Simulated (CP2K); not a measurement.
Runs of CP2K 2026.2 on LiCl. The structure is cubic, space group Fm-3m (No. 225). Conventional cell: a = 5.130 Å, b = 5.130 Å, c = 5.130 Å, α = 90.00°, β = 90.00°, γ = 90.00°. Cl (site symmetry m-3m) is surrounded by 6 Li at 2.56 Å. Around Li (site symmetry m-3m) lie 6 Cl at 2.56 Å. 

```tsv
task	level	potentials or basis	smearing	EPS_DEFAULT	NGRIDS	points a segment of the path (NPOINTS)	bands added on the path	CUTOFF of the grids	gap on the mesh (eV)	pressure (GPa)
band structure	PBEsol	POTENTIAL_UZH Cl GTH-PBE-q7, Li GTH-PBE-q3; TZVP-MOLOPT-PBE-GTH basis	fermi-dirac 0.05 eV	1.0E-9	4	6	4	450 Ry	6.09	-0.9
band structure	r2SCAN	POTENTIAL_UZH Cl GTH-SCAN-q7, Li GTH-SCAN-q3; TZVP-MOLOPT-SCAN-GTH basis	fermi-dirac 0.0259 eV	1.0E-10	5	10	4	675 Ry	7.20	(a)
band structure	TB-mBJ	POTENTIAL_UZH Cl GTH-PBE-q7, Li GTH-PBE-q3; TZVP-MOLOPT-PBE-GTH basis	fermi-dirac 0.05 eV	1.0E-9	4	6	4	675 Ry	(b)	-
band structure	LDA	GTH_POTENTIALS Cl GTH-PADE-q7, Li GTH-PADE-q3; TZVP-MOLOPT-PBE-GTH basis	fermi-dirac 0.01 eV	1.0E-10	4	8	6	450 Ry	5.94	-3.0
```

Alike in all rows: no spin polarisation; cell as given; k mesh 9 × 9 × 9.

Question: Fill in the values left out.

Answer: (a) -0.3; (b) 6.97.

Caveats: the basis of atomic orbitals isn't converged, which shifts pressures, moduli and gaps; the potentials were made for another functional, which shifts forces and pressure (some runs); this is a model potential without an energy functional, so only levels have meaning (some runs).

